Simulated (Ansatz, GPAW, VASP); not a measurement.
One calculation of ZnSe, 4 ways

```
CELL_PARAMETERS angstrom
0.00000 2.83380 2.83380
2.83380 0.00000 2.83380
2.83380 2.83380 0.00000
ATOMIC_POSITIONS crystal
Se 0.75000 0.75000 0.75000
Zn 0.00000 0.00000 0.00000
```

Alike in all runs: task band structure; functional RPBE; k mesh 8 × 8 × 8; occupations fermi-dirac, width 0.05 eV; no spin polarisation; no spin-orbit coupling. Pressure is positive in compression and, in plane waves, holds the error of the finite cutoff, which Ansatz's Pulay term estimates and takes out. Gaps are the smaller of the mesh's and the band path's.

```tsv
program and potentials	plane-wave cutoff (eV)	notes	band gap (eV)	pressure (GPa)
Ansatz, Ansatz PAW	420	potentials made for PBE, which Ansatz adapts in part; 14 valence electrons an atom on average; Pulay term of +0.07 GPa included	1.45	4.35
VASP, PBE PAW files Se, Zn, 520 eV	520	potentials made for PBE; 9 valence electrons an atom on average	1.45	4.59
GPAW, the program's PAW data sets (release 1.2.1) made for this functional	600	9 valence electrons an atom on average	1.46	4.52
Ansatz, all-electron LAPW, scalar-relativistic	-	-	?	?
```

**Question.** Estimate from the other rows what the run with Ansatz, all-electron LAPW, scalar-relativistic gave.

**Answer.** Band gap 1.46 eV; pressure 4.37 GPa. The other rows, which needn't bracket it: band gap 1.45 to 1.46; pressure 4.35 to 4.59.
